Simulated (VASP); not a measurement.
# MgS (F-43m) in VASP: notebook

One crystal, MgS, is run at these levels: LDA; tasks: single point.

Program: VASP 6.6.1. These are calculated values, not measurements. Logs are shortened: lines on timing, memory, paths and dates and some standing lists are left out, and cuts for length are marked.

### Step 1. Starting point

Symmetry: F-43m, No. 216, cubic system. The conventional cell has a = 5.666 Å, b = 5.666 Å, c = 5.666 Å, α = 90.00°, β = 90.00°, γ = 90.00°. Around S (site symmetry -43m) lie 4 Mg at 2.45 Å. Around Mg (site symmetry -43m) lie 4 S at 2.45 Å.

The cell comes from a database or a generator and needn't be the stable form of this composition.

### Step 2. Single point, LDA

File INCAR:

```
  ADDGRID = False
  ALGO = Normal
  EDIFF = 1E-6
  ENCUT = 550
  GGA = CA
  ISIF = 2
  ISMEAR = 0
  LASPH = True
  LCHARG = False
  LREAL = Auto
  LWAVE = False
  NELM = 100
  PREC = Accurate
  SIGMA = 0.05
```

File KPOINTS:

```
k-points
0
Gamma
  10 10 10
```

File POSCAR:

```
MgS
1.0
    0.0000000000      2.8331200468      2.8331200468
    2.8331200468      0.0000000000      2.8331200468
    2.8331200468      2.8331200468      0.0000000000
S Mg
1 1
Direct
    0.2346630000      0.2748010000      0.2357280000
   -0.0216520000      0.0237760000     -0.0317750000
```

Potentials or basis: VASP PAW LDA potentials, release 64 (S, Mg).

On the command line:

```sh
$ cat potpaw_LDA.64/S/POTCAR potpaw_LDA.64/Mg/POTCAR > POTCAR
$ mpirun -np 1 vasp_std > vasp.out
```

OUTCAR:

```text
EDIFF = 1E-6
   ENCUT = 550
   GGA = CA
   ISIF = 2
   ISMEAR = 0
   LASPH = True
   LREAL = Auto
   NELM = 100
   PREC = Accurate

 Found    504 irreducible k-points:

 Following reciprocal coordinates:
            Coordinates               Weight
  0.000000  0.000000  0.000000      1.000000
  0.100000  0.000000  0.000000      2.000000
  0.000000  0.100000  0.000000      2.000000
  0.000000  0.000000  0.100000      2.000000
  0.100000  0.100000  0.100000      2.000000
  0.200000  0.000000  0.000000      2.000000
   k-points           NKPTS =    504   k-points in BZ     NKDIM =    504   number of bands    NBANDS=      8
   number of dos      NEDOS =    301   number of ions     NIONS =      2
   total plane-waves  NPLWV =  32768
   dimension x,y,z NGX =    32 NGY =   32 NGZ =   32
   dimension x,y,z NGXF=    64 NGYF=   64 NGZF=   64
   ions per type =               1   1
   NGX,Y,Z   is equivalent  to a cutoff of  13.28, 13.28, 13.28 a.u.
   NGXF,Y,Z  is equivalent  to a cutoff of  26.56, 26.56, 26.56 a.u.
 SYSTEM =  unknown system
   PREC   = accura    normal or accurate (medium, high low for compatibility)
   ISTART =      0    job   : 0-new  1-cont  2-samecut
   ICHARG =      2    charge: 1-file 2-atom 10-const
   ISPIN  =      1    spin polarized calculation?
   LNONCOLLINEAR =      F non collinear calculations
   LSORBIT =      F    spin-orbit coupling
   LASPH  =      T    aspherical Exc in radial PAW
   ENCUT  =  550.0 eV  40.42 Ry    6.36 a.u.   7.66  7.66  7.66*2*pi/ulx,y,z
   NELM   =    100;   NELMIN=  2; NELMDL= -5     # of ELM steps
   EDIFF  = 0.1E-05   stopping-criterion for ELM
   LREAL  =      T    real-space projection
   EDIFFG = 0.1E-04   stopping-criterion for IOM
   NSW    =      0    number of steps for IOM
   IBRION =     -1    ionic relax: 0-MD 1-quasi-New 2-CG
   NFREE  =      0    steps in history (QN), initial steepest desc. (CG)
   ISIF   =      2    stress and relaxation
   ISYM   =      2    0-nonsym 1-usesym 2-fastsym
   POTIM  = 0.5000    time-step for ionic-motion
   TEBEG  =    0.0;   TEEND  =   0.0 temperature during run
   PSTRESS=    0.0 pullay stress
   NELECT =       8.0000    total number of electrons
   NUPDOWN=      -1.0000    fix difference up-down
   EMIN   =  10.00;   EMAX   =-10.00  energy-range for DOS
   EFERMI =   0.00;   METHOD = LEGACY
   ISMEAR =     0;   SIGMA  =   0.05  broadening in eV -4-tet -1-fermi 0-gaus
   EFERMI_NEDOS =   21; number of points for ismear=-14 and -15
   IALGO  =     38    algorithm
   IMIX   =      4    mixing-type and parameters
     AMIX     =   0.40;   BMIX     =  1.00
     AMIX_MAG =   1.60;   BMIX_MAG =  1.00
  volume/ion in A,a.u.               =      22.74       153.46
  Fermi-wavevector in a.u.,A,eV,Ry     =   0.917269  1.733386 11.447692  0.841382
  Thomas-Fermi vector in A             =   2.042218
   LORBIT       =      0    0 simple, 1 ext, 2 COOP (PROOUT), +10 PAW based schemes
   GGA     = CA    functional components
   LHFCALC =     F    Hartree Fock is set to
   AEXX    =    0.0000 exact exchange contribution
   IVDW    =     0    specifies the selected vdW correction
   LEPSILON=     F    determine dielectric tensor
   LRPA    =     F    only Hartree local field effects (RPA)
 non-spin polarized calculation
 Gauss-broadening in eV      SIGMA  =   0.05
  energy-cutoff  :      550.00
  volume of cell :       45.48
 maximum number of plane-waves:      1363
   NGX = 15   NGY = 15   NGZ = 15

 number of electron       8.0000000 magnetization

 Free energy of the ion-electron system (eV)
  ---------------------------------------------------
  ext. energy  EPLUGINS =         0.00000000
  ---------------------------------------------------
  free energy    TOTEN  =        -9.35933437 eV

  energy without entropy =       -9.35933437  energy(sigma->0) =       -9.35933437

 E-fermi :   1.2653     XC(G=0):  -8.7521

 val. band max:        0.9985180351   @ k =   0.0000   0.0000   0.0000
 cond. band min:       4.0586017570   @ k =   0.0000   0.0000   0.0000
 fundamental gap:      3.0600837219
 Fermi energy:         1.2653095305

 k-point     1 :       0.0000    0.0000    0.0000
  band No.  band energies     occupation
      1     -10.3532      2.00000
      2       0.7805      2.00000
      3       0.8541      2.00000
      4       0.9985      2.00000
      5       4.0586      0.00000
      6       8.6339      0.00000
      7       8.6392      0.00000
      8       8.6602      0.00000

 k-point     2 :       0.1000    0.0000    0.0000
  band No.  band energies     occupation
      1     -10.2953      2.00000
      2       0.3531      2.00000
      3       0.7727      2.00000
      4       0.9483      2.00000
      5       4.5325      0.00000
      6       8.4845      0.00000
      7       8.7547      0.00000
      8       8.8013      0.00000

 k-point     3 :       0.0000    0.1000    0.0000
  band No.  band energies     occupation
      1     -10.2954      2.00000
      2       0.3756      2.00000
      3       0.7549      2.00000
      4       0.9411      2.00000
      5       4.5348      0.00000
      6       8.4799      0.00000
      7       8.7564      0.00000
      8       8.7980      0.00000

 k-point     4 :       0.0000    0.0000    0.1000
  band No.  band energies     occupation
      1     -10.2949      2.00000
      2       0.3090      2.00000
      3       0.8164      2.00000
      4       0.9536      2.00000
      5       4.5276      0.00000
      6       8.5026      0.00000
      7       8.7661      0.00000
      8       8.7849      0.00000

 k-point     5 :       0.1000    0.1000    0.1000
  band No.  band energies     occupation
      1     -10.2962      2.00000
      2       0.4902      2.00000
      3       0.7494      2.00000
      4       0.8202      2.00000
      5       4.5459      0.00000
      6       8.4892      0.00000
      7       8.7403      0.00000
      8       8.7727      0.00000

 k-point     6 :       0.2000    0.0000    0.0000
  band No.  band energies     occupation
      1     -10.1362      2.00000
      2      -0.5835      2.00000
      3       0.6822      2.00000
      4       0.8550      2.00000
      5       5.3263      0.00000
      6       8.3506      0.00000
      7       8.8735      0.00000
      8       9.0035      0.00000

 [... further k-points ...]

------------------------ aborting loop because EDIFF is reached ----------------------------------------

  FORCE on cell =-STRESS in cart. coord.  units (eV):
  Direction    XX          YY          ZZ          XY          YZ          ZX
  --------------------------------------------------------------------------------------
  -------------------------------------------------------------------------------------
  Total       -0.6664275     -0.6825781     -0.6437602     -0.0623385     -0.2712873     -0.3590236
  in kB      -23.4767813    -24.0457316    -22.6782613     -2.1960475     -9.5568579    -12.6476172
  external PRESSURE =     -23.4002581 kB  Pullay stress =       0.0000000 kB

 VOLUME and BASIS-vectors are now :
 -----------------------------------------------------------------------------
  energy-cutoff  :      550.00
  volume of cell :       45.48
      direct lattice vectors                 reciprocal lattice vectors
     0.000000000  2.833120047  2.833120047    -0.176483874  0.176483874  0.176483874
     2.833120047  0.000000000  2.833120047     0.176483874 -0.176483874  0.176483874
     2.833120047  2.833120047  0.000000000     0.176483874  0.176483874 -0.176483874

 POSITION                                       TOTAL-FORCE (eV/Angst)
 -----------------------------------------------------------------------------------
      1.44639      1.33267      1.44337        -0.256422     -0.341560     -0.046748
      2.81046      5.51487      2.83914         0.256422      0.341560      0.046748
 -----------------------------------------------------------------------------------
    total drift:                                0.000197     -0.000408      0.000515

  FREE ENERGIE OF THE ION-ELECTRON SYSTEM (eV)
  ---------------------------------------------------
  free  energy   TOTEN  =        -9.3593343710 eV

  energy  without entropy=       -9.3593343710  energy(sigma->0) =       -9.35933437
```

Wall time 2.7 min (1 thread of Intel Xeon Platinum 8559C (Emerald Rapids), shared host); peak memory 0.25 GiB.

These settings aren't checked as converged: the numbers below hold their error.

What came out:

```
Free energy            : -9.3593 eV
Pressure               : -2.3 GPa
Largest force          : 0.430 eV/Å
Band gap on the k mesh : 3.06 eV, direct
```

### Step 3. Single point, LDA

INCAR, as its differences from that of step 2:

```diff
@@ -2,3 +2,3 @@
   ALGO = Normal
-  EDIFF = 1E-6
+  EDIFF = 1E-4
   ENCUT = 550
@@ -9,3 +9,3 @@
   LCHARG = False
-  LREAL = Auto
+  LREAL = False
   LWAVE = False
```

KPOINTS is that of step 2.

File POSCAR:

```
MgS
1.0
    0.0000000000      2.8331200468      2.8331200468
    2.8331200468      0.0000000000      2.8331200468
    2.8331200468      2.8331200468      0.0000000000
S Mg
1 1
Direct
    0.2500000000      0.2500000000      0.2500000000
    0.0000000000      0.0000000000      0.0000000000
```

Potentials or basis: VASP PAW LDA potentials, release 64 (S, Mg).

On the command line:

```sh
$ cat potpaw_LDA.64/S/POTCAR potpaw_LDA.64/Mg/POTCAR > POTCAR
$ mpirun -np 1 vasp_std > vasp.out
```

OUTCAR:

```text
EDIFF = 1E-4
   ENCUT = 550
   GGA = CA
   ISIF = 2
   ISMEAR = 0
   LASPH = True
   LREAL = False
   NELM = 100
   PREC = Accurate

 Found     47 irreducible k-points:

 Following reciprocal coordinates:
            Coordinates               Weight
  0.000000  0.000000  0.000000      1.000000
  0.100000  0.000000  0.000000      8.000000
  0.200000  0.000000  0.000000      8.000000
  0.300000  0.000000  0.000000      8.000000
  0.400000  0.000000  0.000000      8.000000
  0.500000  0.000000  0.000000      4.000000
   k-points           NKPTS =     47   k-points in BZ     NKDIM =     47   number of bands    NBANDS=      8
   number of dos      NEDOS =    301   number of ions     NIONS =      2
   total plane-waves  NPLWV =  32768
   dimension x,y,z NGX =    32 NGY =   32 NGZ =   32
   dimension x,y,z NGXF=    64 NGYF=   64 NGZF=   64
   ions per type =               1   1
   NGX,Y,Z   is equivalent  to a cutoff of  13.28, 13.28, 13.28 a.u.
   NGXF,Y,Z  is equivalent  to a cutoff of  26.56, 26.56, 26.56 a.u.
 SYSTEM =  unknown system
   PREC   = accura    normal or accurate (medium, high low for compatibility)
   ISTART =      0    job   : 0-new  1-cont  2-samecut
   ICHARG =      2    charge: 1-file 2-atom 10-const
   ISPIN  =      1    spin polarized calculation?
   LNONCOLLINEAR =      F non collinear calculations
   LSORBIT =      F    spin-orbit coupling
   LASPH  =      T    aspherical Exc in radial PAW
   ENCUT  =  550.0 eV  40.42 Ry    6.36 a.u.   7.66  7.66  7.66*2*pi/ulx,y,z
   NELM   =    100;   NELMIN=  2; NELMDL= -5     # of ELM steps
   EDIFF  = 0.1E-03   stopping-criterion for ELM
   LREAL  =      F    real-space projection
   EDIFFG = 0.1E-02   stopping-criterion for IOM
   NSW    =      0    number of steps for IOM
   IBRION =     -1    ionic relax: 0-MD 1-quasi-New 2-CG
   NFREE  =      0    steps in history (QN), initial steepest desc. (CG)
   ISIF   =      2    stress and relaxation
   ISYM   =      2    0-nonsym 1-usesym 2-fastsym
   POTIM  = 0.5000    time-step for ionic-motion
   TEBEG  =    0.0;   TEEND  =   0.0 temperature during run
   PSTRESS=    0.0 pullay stress
   NELECT =       8.0000    total number of electrons
   NUPDOWN=      -1.0000    fix difference up-down
   EMIN   =  10.00;   EMAX   =-10.00  energy-range for DOS
   EFERMI =   0.00;   METHOD = LEGACY
   ISMEAR =     0;   SIGMA  =   0.05  broadening in eV -4-tet -1-fermi 0-gaus
   EFERMI_NEDOS =   21; number of points for ismear=-14 and -15
   IALGO  =     38    algorithm
   IMIX   =      4    mixing-type and parameters
     AMIX     =   0.40;   BMIX     =  1.00
     AMIX_MAG =   1.60;   BMIX_MAG =  1.00
  volume/ion in A,a.u.               =      22.74       153.46
  Fermi-wavevector in a.u.,A,eV,Ry     =   0.917269  1.733386 11.447692  0.841382
  Thomas-Fermi vector in A             =   2.042218
   LORBIT       =      0    0 simple, 1 ext, 2 COOP (PROOUT), +10 PAW based schemes
   GGA     = CA    functional components
   LHFCALC =     F    Hartree Fock is set to
   AEXX    =    0.0000 exact exchange contribution
   IVDW    =     0    specifies the selected vdW correction
   LEPSILON=     F    determine dielectric tensor
   LRPA    =     F    only Hartree local field effects (RPA)
 non-spin polarized calculation
 Gauss-broadening in eV      SIGMA  =   0.05
  energy-cutoff  :      550.00
  volume of cell :       45.48
 maximum number of plane-waves:      1363
   NGX = 15   NGY = 15   NGZ = 15

 number of electron       8.0000000 magnetization

 Free energy of the ion-electron system (eV)
  ---------------------------------------------------
  ext. energy  EPLUGINS =         0.00000000
  ---------------------------------------------------
  free energy    TOTEN  =        -9.37830043 eV

  energy without entropy =       -9.37830043  energy(sigma->0) =       -9.37830043

 E-fermi :   1.0917     XC(G=0):  -8.7535

 val. band max:        0.8771800782   @ k =   0.0000   0.0000   0.0000
 cond. band min:       4.0607494306   @ k =   0.0000   0.0000   0.0000
 fundamental gap:      3.1835693524
 Fermi energy:         1.0916781142

 k-point     1 :       0.0000    0.0000    0.0000
  band No.  band energies     occupation
      1     -10.3532      2.00000
      2       0.8772      2.00000
      3       0.8772      2.00000
      4       0.8772      2.00000
      5       4.0607      0.00000
      6       8.6396      0.00000
      7       8.6396      0.00000
      8       8.6396      0.00000

 k-point     2 :       0.1000    0.0000    0.0000
  band No.  band energies     occupation
      1     -10.2954      2.00000
      2       0.3865      2.00000
      3       0.8414      2.00000
      4       0.8414      2.00000
      5       4.5374      0.00000
      6       8.4948      0.00000
      7       8.7629      0.00000
      8       8.7629      0.00000

 k-point     3 :       0.2000    0.0000    0.0000
  band No.  band energies     occupation
      1     -10.1369      2.00000
      2      -0.5583      2.00000
      3       0.7521      2.00000
      4       0.7521      2.00000
      5       5.3316      0.00000
      6       8.3649      0.00000
      7       8.9146      0.00000
      8       8.9146      0.00000

 k-point     4 :       0.3000    0.0000    0.0000
  band No.  band energies     occupation
      1      -9.9235      2.00000
      2      -1.4596      2.00000
      3       0.6496      2.00000
      4       0.6496      2.00000
      5       5.7345      0.00000
      6       8.6617      0.00000
      7       8.7247      0.00000
      8       8.7247      0.00000

 k-point     5 :       0.4000    0.0000    0.0000
  band No.  band energies     occupation
      1      -9.7332      2.00000
      2      -2.0956      2.00000
      3       0.5722      2.00000
      4       0.5722      2.00000
      5       5.7645      0.00000
      6       8.4469      0.00000
      7       8.4469      0.00000
      8       9.0903      0.00000

 k-point     6 :       0.5000    0.0000    0.0000
  band No.  band energies     occupation
      1      -9.6554      2.00000
      2      -2.3265      2.00000
      3       0.5438      2.00000
      4       0.5438      2.00000
      5       5.7395      0.00000
      6       8.3359      0.00000
      7       8.3359      0.00000
      8       9.2360      0.00000

 [... further k-points ...]

------------------------ aborting loop because EDIFF is reached ----------------------------------------

  FORCE on cell =-STRESS in cart. coord.  units (eV):
  Direction    XX          YY          ZZ          XY          YZ          ZX
  --------------------------------------------------------------------------------------
  -------------------------------------------------------------------------------------
  Total       -0.6920409     -0.6920409     -0.6920409      0.0000000      0.0000000      0.0000000
  in kB      -24.3790854    -24.3790854    -24.3790854      0.0000000      0.0000000      0.0000000
  external PRESSURE =     -24.3790854 kB  Pullay stress =       0.0000000 kB

 VOLUME and BASIS-vectors are now :
 -----------------------------------------------------------------------------
  energy-cutoff  :      550.00
  volume of cell :       45.48
      direct lattice vectors                 reciprocal lattice vectors
     0.000000000  2.833120047  2.833120047    -0.176483874  0.176483874  0.176483874
     2.833120047  0.000000000  2.833120047     0.176483874 -0.176483874  0.176483874
     2.833120047  2.833120047  0.000000000     0.176483874  0.176483874 -0.176483874

 POSITION                                       TOTAL-FORCE (eV/Angst)
 -----------------------------------------------------------------------------------
      1.41656      1.41656      1.41656        -0.000000     -0.000000     -0.000000
      0.00000      0.00000      0.00000         0.000000      0.000000      0.000000
 -----------------------------------------------------------------------------------
    total drift:                                0.000000      0.000000      0.000000

  FREE ENERGIE OF THE ION-ELECTRON SYSTEM (eV)
  ---------------------------------------------------
  free  energy   TOTEN  =        -9.3783004284 eV

  energy  without entropy=       -9.3783004284  energy(sigma->0) =       -9.37830043
```

OSZICAR:

```text
N       E                     dE             d eps       ncg     rms          rms(c)
DAV:   1     0.256120972536E+02    0.25612E+02   -0.35341E+03   752   0.823E+02
DAV:   2    -0.842672957247E+01   -0.34039E+02   -0.33068E+02  1016   0.107E+02
DAV:   3    -0.993130937981E+01   -0.15046E+01   -0.15046E+01   904   0.312E+01
DAV:   4    -0.993964897440E+01   -0.83396E-02   -0.83396E-02  1240   0.269E+00
DAV:   5    -0.993965659553E+01   -0.76211E-05   -0.76211E-05   968   0.738E-02    0.402E+00
DAV:   6    -0.943494313439E+01    0.50471E+00   -0.14914E+00   768   0.563E+00    0.307E+00
DAV:   7    -0.938322691979E+01    0.51716E-01   -0.23256E-01   904   0.233E+00    0.219E+00
DAV:   8    -0.937873166299E+01    0.44953E-02   -0.10836E-02   928   0.870E-01    0.942E-01
DAV:   9    -0.937826719677E+01    0.46447E-03   -0.11224E-03   888   0.221E-01    0.339E-01
DAV:  10    -0.937830042841E+01   -0.33232E-04   -0.46942E-05   496   0.450E-02
   1 F= -.93783004E+01 E0= -.93783004E+01  d E =-.883531E-12
```

It used 5.9 s of CPU time on 1 thread of Intel(R) Xeon(R) Platinum 8559C (Emerald Rapids), with other jobs on the host, which was overloaded at the time.

The run converged, but some of its settings lie outside the range that counts as converged, so its numbers aren't taken as properties of the crystal.

Results:

| Item | Value |
| --- | --- |
| Free energy | -9.3783 eV |
| Pressure | -2.4 GPa |
| Band gap on the k mesh | 3.18 eV, direct |

### Step 4. The reference run

An earlier run on the cell as given: functional PBEsol; potentials or basis VASP PAW PBE potentials, release 64 (S, Mg); cutoff 520 eV; k mesh 8 × 8 × 8; occupations fermi-dirac, width 0.05 eV; no spin polarisation.

- Pressure: -0.5 GPa
- Band gap on the k mesh: 3.29 eV, direct
